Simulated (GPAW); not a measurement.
A run of GPAW 26.7.0:

run.py

```python
from ase.eos import EquationOfState
from ase.io import Trajectory, read
from ase.units import GPa
from gpaw import GPAW, PW

atoms = read('POSCAR')

traj = Trajectory('eos.traj', 'w')
volumes, energies = [], []
for x in [0.94, 0.96, 0.98, 1.0, 1.02, 1.04, 1.06]:
    a = atoms.copy()
    a.set_cell(atoms.cell * x**(1 / 3), scale_atoms=True)
    calc = GPAW(mode=PW(600),
                xc='MGGA_X_MS2+GGA_C_REGTPSS',
                kpts={'size': (6, 6, 6), 'gamma': True},
                occupations={'name': 'fermi-dirac', 'width': 0.05},
                nbands=18,
                convergence={'density': 1e-05, 'energy': 1e-05},
                maxiter=150,
                txt=f'eos-{x:.2f}.txt')
    a.calc = calc
    energies.append(a.get_potential_energy(force_consistent=True))
    volumes.append(a.get_volume())
    p = -a.get_stress()[:3].mean() / GPa
    calc.write(f'eos-{x:.2f}.gpw')
    traj.write(a)
    print(f'{x:.2f} {volumes[-1]:10.4f} A^3 {energies[-1]:14.6f} eV {p:9.3f} GPa', flush=True)

v0, e0, B = EquationOfState(volumes, energies, eos='birchmurnaghan').fit()
print(f'V0 = {v0:.4f} A^3, E0 = {e0:.6f} eV, B0 = {B / GPa:.2f} GPa')
```

The input POSCAR:

```
HgSe
1.0
    0.0000000000      3.0390000000      3.0390000000
    3.0390000000      0.0000000000      3.0390000000
    3.0390000000      3.0390000000      0.0000000000
Hg Se
1 1
Direct
    0.0000000000      0.0000000000      0.0000000000
    0.7500000000      0.7500000000      0.7500000000
```

Potentials or basis: GPAW PAW data sets (gpaw-data 1.2.1), pw.

Launch:

```sh
$ OMP_NUM_THREADS=1 python run.py
```

Hardware: 1 thread of Intel(R) Xeon(R) 6975P-C (Granite Rapids) (shared host).

Problem. How long does it take, and how much memory?

Solution. It took 2.4 min on 1 thread of Intel(R) Xeon(R) 6975P-C (Granite Rapids), with other jobs on the host, peak memory 0.96 GiB. Counts: scf iterations 105, plane waves 1807, bands 18, k points 16.
